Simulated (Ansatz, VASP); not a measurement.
# MnS: VASP beside Ansatz

```
Mn S
1.0
     1.83000    1.05655    2.97092
    -1.83000    1.05655    2.97092
     0.00000   -2.11310    2.97092
Mn S
1 1
Direct
  0.00044 0.00920 0.00631
  0.50632 0.48826 0.49306
```

Change from the starting cell: atoms moved at random, drawn with an rms of 0.05 Å.

Alike in both runs: task single point; functional PBE; k mesh 9 × 9 × 9; occupations fermi-dirac, width 0.05 eV; collinear spin, ferromagnetic start.

```csv
,VASP,Ansatz
version,VASP 6.6.1,Ansatz 0.2.0
potentials or method,"VASP PAW PBE potentials, release 64 (Mn_pv, S)",Ansatz PAW
plane-wave cutoff (eV),520,420
valence electrons in the cell,19,21
```

|  | VASP | Ansatz | Ansatz less VASP |
| --- | --- | --- | --- |
| gap on the k mesh at the Fermi level (eV) | none | none | - |
| pressure (GPa) | -1.2 | -1.2 | -0.01 |
| largest component of the traceless stress (GPa) | 0.35 | 0.34 | -0.003 |
| rms of the force components (eV/Å) | 0.171 | 0.169 | -0.0015 |
| net moment per atom (μB) | 2.33 | 2.33 | -0.001 |
| size of the moment on the site where the two differ most (μB) | 4.21 | 4.10 | -0.110 |

Site moments also hang on the region over which each program counts them. Atom by atom the forces differ by 0.001 eV/Å (rms over components). A gap of «none» marks a metal or a gap that the smearing closes. With one functional, cell and mesh, what is left measures potentials, basis and numerics. The two sets of potentials don't hold the same shells in valence.

Caveats: a cell with one magnetic atom can't hold antiferromagnetic order, which such compounds often take; semilocal functionals often make such compounds metallic where correlation or magnetic order opens a gap, which also shifts bond lengths.
